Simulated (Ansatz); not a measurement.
**SnO: an axial (c/a) deformation path**

One table from this session's results is given with a row withheld; the runs are named, their logs left out.

Computed with Ansatz 0.2.0 (DFT PBEsol, scalar-relativistic, plane waves, PAW, unless a step's input says otherwise).

**The system as given**

It takes space group Pmn2_1 (No. 31, orthorhombic). Conventional cell: a = 3.355 Å, b = 5.674 Å, c = 4.222 Å, α = 90.00°, β = 90.00°, γ = 90.00°. Around Sn (site symmetry m) lie 3 O at 2.15 to 2.16 Å. O (site symmetry m) is surrounded by 3 Sn at 2.15 to 2.16 Å.

Coordinates:

```cif
data_structure
_symmetry_space_group_name_H-M 'Pmn2_1'
_symmetry_Int_Tables_number 31
_cell_length_a 3.3550
_cell_length_b 5.6741
_cell_length_c 4.2220
_cell_angle_alpha 90.000
_cell_angle_beta 90.000
_cell_angle_gamma 90.000
_cell_volume 80.37
loop_
_atom_site_label
_atom_site_type_symbol
_atom_site_symmetry_multiplicity
_atom_site_Wyckoff_symbol
_atom_site_fract_x
_atom_site_fract_y
_atom_site_fract_z
_atom_site_occupancy
Sn1 Sn 2 a 0.00000 0.23191 0.51314 1
O1 O 2 a 0.00000 0.89125 0.73686 1
```

It goes back to an entry of the Materials Project, which need not be the stable form.

The cell is taken as given, not relaxed at this level.

Set-up of the first run:

Contents of input.yaml:

```yaml
crystal:
  lattice:
    - [3.355005, 0.0, 0.0]
    - [0.0, 5.674104, 0.0]
    - [0.0, 0.0, 4.22197]
  atoms:
    - { symbol: Sn, position: [0.0, 0.231909, 0.513144] }
    - { symbol: Sn, position: [0.5, 0.768091, 0.013144] }
    - { symbol: O, position: [0.0, 0.89125, 0.736857] }
    - { symbol: O, position: [0.5, 0.10875, 0.236857] }
basis:
  ecutwfc: 420
kpoints:
  mp_grid: { grid: [10, 6, 8] }
hamiltonian:
  xc: pbesol
scf:
  occupations: { method: gaussian, width: 0.05 }
output:
  forces: true
  stress: true
  eigenvalues: true
  write_density: true
  write_potential: true
  elf: true
  volumetric_format: npy
```

The run is started by

```
> ansatz run input.yaml --threads 1 --pin off --max-ram 2560MiB --backend cpu --events-out ev --progress --plain --runs-dir out
```

Steps of the session up to this table: The reference: the undisturbed cell on the scan's mesh; At ρ = 0.850; At ρ = 1.200; ρ = 0.920; ρ = 1.100; ρ = 0.960; At ρ = 1.050; ρ = 0.800; At ρ = 1.300.

One table of the session follows, with a row left open; its other results are not shown here.

It belongs to the step «The scan collected». The scan, with free energies counted from the undisturbed cell:

| ρ | ΔE (meV/atom) | pressure (GPa) | gap on the mesh (eV) |
| --- | --- | --- | --- |
| 0.800 | 62.0 | -7.0 | 1.17 |
| 0.850 | 33.9 | -5.8 | 1.25 |
| 0.920 | 10.7 | -4.4 | 1.35 |
| 0.960 | ? | ? | ? |
| 1.000 | 0.0 | -3.1 | 1.30 |
| 1.050 | 0.0 | -2.5 | 1.28 |
| 1.100 | 4.6 | -1.9 | 1.24 |
| 1.200 | 26.7 | -1.2 | 1.13 |
| 1.300 | 65.0 | -0.9 | 1.06 |

Estimate the missing values for ρ = 0.960.

Worked estimate for «ΔE (meV/atom)». A straight line through the neighbours (0.920, 10.7) and (1.000, 0.0) gives 10.7 + (0.0 − 10.7) × (0.960 − 0.920) / (1.000 − 0.920) = 5.4; a parabola fitted to 4 rows on both sides gives 3.4.

As computed: ΔE (meV/atom): 3.6; pressure (GPa): -3.7; gap on the mesh (eV): 1.31. In «ΔE (meV/atom)» the line misses by +1.8 and the parabola by -0.2.

Caveats from the session: Layers here are held mostly by dispersion, which this level lacks, so their spacing and the stiffness across them are unreliable there.
